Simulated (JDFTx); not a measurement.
**BaS under changes of volume**

One of the cells (32.576 Å³/atom); the others are scaled copies at fixed shape and fractional positions:

```xyz
2
Lattice="0.0000 3.1938 3.1938 3.1938 0.0000 3.1938 3.1938 3.1938 0.0000" Properties=species:S:1:pos:R:3 pbc="T T T"
Ba    0.0000    0.0000    0.0000
S     3.1938    3.1938    3.1938
```

| Item | Value |
| --- | --- |
| Program | JDFTx 1.7.0 (patched build) |
| Functional | PBE |
| Potentials or basis | PseudoDojo-SR-PBE-0.5-standard |
| Cutoff | 707 eV |
| Density cutoff | 5660 eV |
| k mesh | 7 × 7 × 7 |
| Occupations | fermi-dirac, width 0.05 eV |
| Spin | no spin polarisation |

```tsv
volume (Å³/atom)	energy over the lowest point (meV/atom)	pressure (GPa)	gap on the mesh (eV)
30.622	29.38	4.0	2.17
31.273	15.64	2.8	2.20
31.925	6.47	1.7	2.24
32.576	1.39	0.8	2.27
33.228	0.00	-0.1	2.29
33.879	?	?	?
34.531	6.79	-1.5	2.34
```

Problem. What does the run at 33.879 Å³/atom give?

Solution. Energy over the lowest point 1.91 meV/atom; pressure -0.9 GPa; gap on the mesh 2.32 eV.

Worked out: A Birch-Murnaghan fit of order 3 (a polynomial in V^(-2/3)) to the other rows has its minimum at 33.17 Å³/atom with B0 = V·E''(V) = 42 GPa and B' = 4.5. It gives 1.91 meV/atom at 33.879 Å³/atom, against the run's 1.91, and -dE/dV = -0.8 GPa, against -0.9. A straight line through the other rows of the gap, of slope 1.42 eV per unit of ln V, gives 2.32 eV, against the run's 2.32.

Energies are extrapolated to zero smearing.

Caveats: spin-orbit coupling is left out, which moves the levels of the heavy elements; an odd mesh through Γ misses points on the zone boundary, where band edges often lie.
